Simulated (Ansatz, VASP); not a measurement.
# Fe: VASP beside Ansatz

File INCAR:

```
SYSTEM = Fe
PREC = Accurate
ENCUT = 520
EDIFF = 1E-6
ISMEAR = 0
SIGMA = 0.15
LREAL = .FALSE.
LASPH = .TRUE.
NELM = 150
ALGO = Fast
ISIF = 2
LWAVE = .FALSE.
LCHARG = .FALSE.
ISPIN = 2
MAGMOM = 2.44
LORBIT = 11
LMAXMIX = 4
GGA = PE
NBANDS = 14
```

Contents of KPOINTS:

```
Automatic mesh
0
G
  10 10 10
  0 0 0
```

File POSCAR:

```
Fe
1.0
   -1.2600398249      1.4157750842      1.4487626437
    1.2600398249     -1.4157750842      1.4487626437
    1.2600398249      1.4157750842     -1.4487626437
Fe
1
Direct
    0.0000000000      0.0000000000      0.0000000000
```

Input for Ansatz:

```yaml
crystal:
  lattice:
    - [-1.2600398249, 1.4157750842, 1.4487626437]
    - [1.2600398249, -1.4157750842, 1.4487626437]
    - [1.2600398249, 1.4157750842, -1.4487626437]
  atoms:
    - { symbol: Fe, position: [0.0, 0.0, 0.0], spin: 2.44 }
basis:
  ecutwfc: 520.0
kpoints:
  mp_grid: { grid: [10, 10, 10] }
hamiltonian:
  xc: pbe
scf:
  occupations: { method: gaussian, width: 0.15 }
output:
  forces: true
  stress: true
  eigenvalues: true
  populations: true
magnetization:
  spin_polarized: true
```

Change from the starting cell: normal strain along x -0.1100, normal strain along z +0.0233.

Alike in both runs: task single point; functional PBE; k mesh 10 × 10 × 10; occupations gaussian, width 0.15 eV; collinear spin.

```csv
,VASP,Ansatz
version,VASP 6.6.1,Ansatz 0.2.0
potentials or method,"VASP PAW PBE potentials, release 64 (Fe)","scalar-relativistic, plane waves, PAW"
plane-wave cutoff (eV),520,520
valence electrons in the cell,8,16
```

```csv
,VASP,Ansatz,Ansatz less VASP
gap on the k mesh at the Fermi level (eV),none,none,-
pressure (GPa),22.4,22.9,+0.47
largest component of the traceless stress (GPa),17.02,17.00,-0.017
net moment per atom (μB),1.96,1.94,-0.025
size of the moment on the site where the two differ most (μB),1.94,1.96,+0.019
```

Site moments also hang on the region over which each program counts them. A gap of «none» marks a metal or a gap that the smearing closes. The two sets of potentials don't hold the same shells in valence.

Caveats: so large a pressure means that the cell lies far from this level's equilibrium, or that cutoff or potentials fall short (VASP).
